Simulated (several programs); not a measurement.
AgCl (Fm-3m) from semi-empirical methods to plane-wave DFT

AgCl (started from an entry of an open crystallographic database), relaxed with r2SCAN in Ansatz, was computed with several methods. Space group Fm-3m (No. 225), cubic; conventional cell a = 5.546 Å, 21.33 Å³ an atom. Around Ag lie 6 Cl at 2.77 Å; around Cl lie 6 Ag at 2.77 Å. No spin polarisation and no zero-point or thermal motion.

```cif
data_structure
_symmetry_space_group_name_H-M 'Fm-3m'
_symmetry_Int_Tables_number 225
_cell_length_a 5.5463
_cell_length_b 5.5463
_cell_length_c 5.5463
_cell_angle_alpha 90.000
_cell_angle_beta 90.000
_cell_angle_gamma 90.000
_cell_volume 170.62
loop_
_atom_site_label
_atom_site_type_symbol
_atom_site_symmetry_multiplicity
_atom_site_Wyckoff_symbol
_atom_site_fract_x
_atom_site_fract_y
_atom_site_fract_z
_atom_site_occupancy
Ag1 Ag 4 a 0.00000 0.00000 0.00000 1
Cl1 Cl 4 b 0.50000 0.00000 0.00000 1
```

Gaps and times are for a single point on this cell; volume and bulk modulus come from each method's own relaxation or energy curve at fixed shape. Times are rough, from shared hosts (Arm Neoverse V2), and each method has its own mesh and cell size. PM7 (MOPAC), GFN1-xTB (tblite), GFN2-xTB (tblite) treat a cluster of cells at its zone centre, which samples few k points: where these miss a band edge, the gap comes out too large for that reason alone. Gaps from k meshes are read at a limited set of points (mesh, symmetry points, PBE's band edges), so each method's own least gap may be somewhat smaller. xTB and the PM methods were fitted mostly to molecules, and can miss a solid's gap by electronvolts. Minimal bases can be far off for gaps. Times of the plane-wave ladder aren't listed, since it ran on unlike processors and cards. GLLB-SC's gap includes the derivative discontinuity. d marks a direct gap, i an indirect one (no mark: not told apart), a dash a value that wasn't computed or didn't pass its checks.

```
                              method              kind  gap (eV)  own volume (Å³/atom)  bulk modulus (GPa)  atoms computed  processor time
                              PBEsol         semilocal         –                 20.21                   –               2               –
light PBE (260 eV and a coarse mesh)  light plane-wave    0.97 i                     –                   –               2          0.64 s
                                 LDA         semilocal    0.61 i                 19.19                   –               2               –
                                 PBE         semilocal    0.91 i                 22.08                  42               2               –
                   GFN1-xTB (tblite)     tight binding      1.88                 21.67                  64         cluster           2.7 s
                              r2SCAN         semilocal    1.48 i                 21.33                  50               2               –
                   GFN2-xTB (tblite)     tight binding      2.18                 20.40                  63         cluster           4.9 s
                             PBE+SOC         semilocal    0.87 i                     –                   –               2               –
                      PBE/SZV (CP2K)       small basis    0.76 i                     –                   –               2             5 s
              PBE/single zeta (GPAW)       small basis    0.59 i                     –                   –               2           9.1 s
                      GLLB-SC (GPAW)   model potential      2.39                     –                   –               2            10 s
                     PBE/DZVP (CP2K)       small basis    0.88 i                 22.41                  41               2            16 s
                             LC-ωPBE            hybrid    7.59 i                     –                   –               2               –
                                PBE0            hybrid    3.11 i                     –                   –               2               –
                               HSE06            hybrid    2.41 i                 22.02                   –               2               –
                             r2SCANh            hybrid    2.27 i                     –                   –               2               –
                            DDH-PBE0            hybrid    2.62 i                     –                   –               2               –
                           HSE06+SOC            hybrid    2.38 i                     –                   –               2               –
                         PM7 (MOPAC)    semi-empirical      2.57                     –                   –         cluster         4.2 min
```

Against HSE06 (2.41 eV) and with closed or daggered gaps left aside, the nearest gap at the points sampled is that of GLLB-SC (GPAW) (-0.02 eV) and the farthest that of LC-ωPBE (+5.18 eV). HSE06 is only a yardstick of convenience, and nearness to it can be luck.

Volumes against r2SCAN's: PBEsol -5.2 %, LDA -10.0 %, PBE +3.5 %, GFN1-xTB (tblite) +1.6 %, GFN2-xTB (tblite) -4.4 %, PBE/DZVP (CP2K) +5.1 %, HSE06 +3.2 %.

Only the rows marked +SOC include spin-orbit coupling.
